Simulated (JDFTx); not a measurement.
Fe:

```
Fe
1.0
    -1.44300    1.44300    1.44300
     1.44300   -1.44300    1.44300
     1.44300    1.44300   -1.44300
Fe
1
Direct
  0.00000 0.00000 0.00000
```

Below is the output of JDFTx 1.7.0 (patched build) for this cell. Logs are shortened: lines on timing, memory, paths and dates and some standing lists are left out, and cuts for length are marked.

```text
*************** JDFTx 1.7.0 (patched build) ***************

Input parsed successfully to the following command list (including defaults):
[... the input with its defaults ...]

---------- Setting up symmetries ----------

Found 48 point-group symmetries of the bravais lattice
Found 48 space-group symmetries with basis
Applied RMS atom displacement 0 bohrs to make symmetries exact.

---------- Initializing the Grid ----------
R =
[     -2.72687      2.72687      2.72687  ]
[      2.72687     -2.72687      2.72687  ]
[      2.72687      2.72687     -2.72687  ]
unit cell volume = 81.1065
G =
[ -2.45122e-18    1.15209    1.15209  ]
[    1.15209 -2.45122e-18    1.15209  ]
[    1.15209    1.15209 -2.45122e-18  ]
Minimum fftbox size, Smin = [  32  32  32  ]
Chosen fftbox size, S = [  32  32  32  ]

---------- Exchange Correlation functional ----------
Initalized PBE GGA exchange.
Initalized PBE GGA correlation.

---------- Setting up pseudopotentials ----------
Width of ionic core gaussian charges (only for fluid interactions / plotting) set to 0

Reading pseudopotential file 'pseudo/Fe.upf':
  'Fe' pseudopotential, 'PBE' functional
  Generated using ONCVPSP code by D. R. Hamann
  16 valence electrons, 4 orbitals, 6 projectors, 1001 radial grid points, with lMax = 2
    3S    l: 0   occupation:  2.0   eigenvalue: -3.455091
    3P    l: 1   occupation:  6.0   eigenvalue: -2.206534
[... 113 lines left out ...]
	FillingsUpdate:  mu: +0.634364581  nElectrons: 16.000000  magneticMoment: [ Abs: 2.63220  Tot: +2.45379 ]
	FillingsUpdate:  mu: +0.636024876  nElectrons: 16.000000  magneticMoment: [ Abs: 2.63806  Tot: +2.45930 ]
SCF: Cycle:  0   F: -121.945356389261406   dF: -1.645e-06   |Residual|: 9.677e-04   |deigs|: 1.822e-05
	FillingsUpdate:  mu: +0.636179030  nElectrons: 16.000000  magneticMoment: [ Abs: 2.63484  Tot: +2.45627 ]
SCF: Cycle:  1   F: -121.945356683438064   dF: -2.942e-07   |Residual|: 4.963e-04   |deigs|: 1.426e-04
	FillingsUpdate:  mu: +0.636115365  nElectrons: 16.000000  magneticMoment: [ Abs: 2.63289  Tot: +2.45485 ]
SCF: Cycle:  2   F: -121.945356743633852   dF: -6.020e-08   |Residual|: 1.315e-04   |deigs|: 7.354e-05
	FillingsUpdate:  mu: +0.636128463  nElectrons: 16.000000  magneticMoment: [ Abs: 2.63182  Tot: +2.45414 ]
SCF: Cycle:  3   F: -121.945356751429060   dF: -7.795e-09   |Residual|: 2.977e-05   |deigs|: 2.037e-05
	FillingsUpdate:  mu: +0.636128268  nElectrons: 16.000000  magneticMoment: [ Abs: 2.63171  Tot: +2.45404 ]
SCF: Cycle:  4   F: -121.945356751658736   dF: -2.297e-10   |Residual|: 9.406e-06   |deigs|: 1.009e-05
	FillingsUpdate:  mu: +0.636128631  nElectrons: 16.000000  magneticMoment: [ Abs: 2.63169  Tot: +2.45402 ]
SCF: Cycle:  5   F: -121.945356751694703   dF: -3.597e-11   |Residual|: 2.905e-06   |deigs|: 2.319e-05
	FillingsUpdate:  mu: +0.636128465  nElectrons: 16.000000  magneticMoment: [ Abs: 2.63170  Tot: +2.45402 ]
SCF: Cycle:  6   F: -121.945356751702150   dF: -7.446e-12   |Residual|: 4.955e-07   |deigs|: 1.842e-05
SCF: Converged (|Delta E|<1.000000e-10 for 2 iters).

Setting wave functions to eigenvectors of Hamiltonian
LatticeMinimize: 	Wolfe criterion not satisfied: alpha: 1  (E-E0)/|gdotd0|: -0.97031  gdotd/gdotd0: 0.939971 (taking cubic step)

-------- Electronic minimization -----------
Will mix electronic density at each iteration.
	FillingsUpdate:  mu: +0.636128465  nElectrons: 16.000000  magneticMoment: [ Abs: 2.61990  Tot: +2.44302 ]
	FillingsUpdate:  mu: +0.639467684  nElectrons: 16.000000  magneticMoment: [ Abs: 2.63159  Tot: +2.45402 ]
SCF: Cycle:  0   F: -121.945410734369830   dF: -6.623e-06   |Residual|: 1.945e-03   |deigs|: 2.289e-05
	FillingsUpdate:  mu: +0.639786761  nElectrons: 16.000000  magneticMoment: [ Abs: 2.62519  Tot: +2.44802 ]
SCF: Cycle:  1   F: -121.945411865677457   dF: -1.131e-06   |Residual|: 1.002e-03   |deigs|: 2.900e-04
	FillingsUpdate:  mu: +0.639657715  nElectrons: 16.000000  magneticMoment: [ Abs: 2.62142  Tot: +2.44528 ]
SCF: Cycle:  2   F: -121.945412119721283   dF: -2.540e-07   |Residual|: 2.740e-04   |deigs|: 1.448e-04
	FillingsUpdate:  mu: +0.639683411  nElectrons: 16.000000  magneticMoment: [ Abs: 2.61918  Tot: +2.44378 ]
SCF: Cycle:  3   F: -121.945412150958163   dF: -3.124e-08   |Residual|: 6.256e-05   |deigs|: 3.219e-05
	FillingsUpdate:  mu: +0.639684038  nElectrons: 16.000000  magneticMoment: [ Abs: 2.61893  Tot: +2.44355 ]
SCF: Cycle:  4   F: -121.945412151859301   dF: -9.011e-10   |Residual|: 1.924e-05   |deigs|: 7.578e-06
	FillingsUpdate:  mu: +0.639685086  nElectrons: 16.000000  magneticMoment: [ Abs: 2.61890  Tot: +2.44351 ]
SCF: Cycle:  5   F: -121.945412151987270   dF: -1.280e-10   |Residual|: 6.630e-06   |deigs|: 2.125e-05
	FillingsUpdate:  mu: +0.639684723  nElectrons: 16.000000  magneticMoment: [ Abs: 2.61890  Tot: +2.44352 ]
[... 210 lines left out ...]
# Energy components:
   Eewald =      -86.4307716332261577
       EH =       30.9711526798294337
     Eloc =     -102.7056180851531764
      Enl =       -6.8691020419704065
      Exc =      -17.7888950927530587
 Exc_core =        3.3935473038483068
       KE =       57.4843496762795780
-------------------------------------
     Etot =     -121.9453371931454626
       TS =        0.0002460290803408
-------------------------------------
        F =     -121.9455832222258067

LatticeMinimize: Iter:   4  F: -121.945583222225807  |grad|_K:  1.220e-06  alpha:  1.000e+00  linmin:  1.000e+00
LatticeMinimize: Converged (|Delta F|<1.000000e-07 for 2 iters).

#--- Lowdin population analysis ---
# oxidation-state Fe +0.227
# magnetic-moments Fe +2.470

Dumping 'run.eigStats' ...
	eMin: -2.570496 at state 0 ( [ +0.000000 +0.000000 +0.000000 ] spin 1 )
	HOMO: +0.662992 at state 28 ( [ +0.500000 +0.500000 +0.500000 ] spin 1 )
	mu  : +0.663301
	LUMO: +0.664387 at state 27 ( [ +0.375000 +0.500000 +0.500000 ] spin 1 )
	eMax: +2.066014 at state 50 ( [ +0.250000 +0.250000 +0.250000 ] spin -1 )
	HOMO-LUMO gap: +0.001395
	Optical gap  : +0.014572 at state 42 ( [ +0.125000 +0.125000 -0.125000 ] spin -1 )
Done!
```

Q: What input gives this log?

A: Relaxation of cell and atoms with PBE, collinear spin, ferromagnetic start. The files as run (others can give the same):

Fe.in
```
lattice Body-Centered Cubic 5.4537495957
coords-type Lattice
ion Fe     0.0000000000     0.0000000000     0.0000000000 1

ion-species pseudo/Fe.upf
elec-cutoff 45
elec-ex-corr gga-PBE
kpoint-folding 8 8 8
elec-smearing Fermi 0.0018374661
elec-n-bands 15
spintype z-spin
initial-magnetic-moments Fe 3
elec-initial-magnetization 3 no
electronic-SCF nIterations 100 energyDiffThreshold 1e-10
electronic-minimize nIterations 30 energyDiffThreshold 1e-7
forces-output-coords Cartesian
lattice-minimize nIterations 30 energyDiffThreshold 1e-7

dump-name run.$VAR
dump End Ecomponents EigStats BandEigs Kpoints Forces Stress ElecDensity Dtot
```

Potentials or basis: PseudoDojo-SR-PBE-0.5-standard.
The run is started by
```sh
$ jdftx -c 1 -i Fe.in -o Fe.out
```

Caveat: the k mesh is coarse (spacing up to 0.38 Å⁻¹), so the values aren't converged.
